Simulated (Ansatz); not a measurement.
CdS built on the rocksalt prototype, relaxed with r2SCAN, was run in the plane-wave code Ansatz under altered settings. All numbers are computed, without spin polarisation but where a row says otherwise.

```yaml
crystal:
  lattice:
    - [0.00000, 2.72678, 2.72678]
    - [2.72678, 0.00000, 2.72678]
    - [2.72678, 2.72678, 0.00000]
  atoms:
    - { symbol: Cd, position: [0.00000, 0.00000, 0.00000] }
    - { symbol: S, position: [0.50000, 0.50000, 0.50000] }
```

The base run's other keys:
```yaml
kpoints:
  mp_grid: { grid: [4, 4, 4] }
hamiltonian:
  xc: hse06
scf:
  occupations: { method: fixed }
  n_extra_bands: 4
```

It takes 14 iterations with 821 plane waves at 420 eV and 8 k points, and leaves a mean stress of +0.36 GPa. The gap over this mesh is 1.235 eV.

Outcomes, with energy and stress as changes against the base:
```
                                     setting    outcome  ΔF (meV/atom)  Δ mean stress (GPa)  gap on the mesh (eV)  iterations
                   scf.exx.singularity: none  converged           -0.1                  0.0                 1.236          14
    PBE hybrid, exx coeff 0.4, omega 0.1 1/Å  converged              –                 -1.2                 2.442          17
            scf.exx.singularity: regularized  converged            0.0                  0.0                 1.236          14
PBE hybrid, exx coeff -0.2, omega 0.2078 1/Å    refused              –                    –                     –           –
                      basis.ecutrho_ratio: 8  converged            0.0                  0.0                 1.235          14
           scf.mixing.preconditioner: kerker  converged            0.0                  0.0                 1.235          14
```
A dash marks a value that wasn't obtained or can't be compared. Stress is positive in compression.

- PBE hybrid, exx coeff 0.4, omega 0.1 1/Å. That is 40 % exact exchange, screened with ω = 0.1 1/Å, against HSE06's 25 % screened at 0.208 1/Å. The mean stress moves by -1.2 GPa and the gap on the mesh by +1.207 eV (to 2.442). Totals of different functionals aren't comparable. The program warns that on this mesh the truncation of the exchange isn't bounded, so part of the change can be an error of the mesh.
- PBE hybrid, exx coeff -0.2, omega 0.2078 1/Å. The input is refused before any iteration. Error: invalid value for `hamiltonian.xc.exx.coeff`: must be finite and in (0, 1]; got -0.2

Within 1 meV an atom, 0.1 GPa and 0.005 eV of the base stay: scf.exx.singularity: none; scf.exx.singularity: regularized; basis.ecutrho_ratio: 8; scf.mixing.preconditioner: kerker.

Spin-orbit coupling is left out.

The stress of a hybrid is loosely converged in these runs.

The meshes of the hybrids are coarse, so their gaps aren't converged to the digits shown.
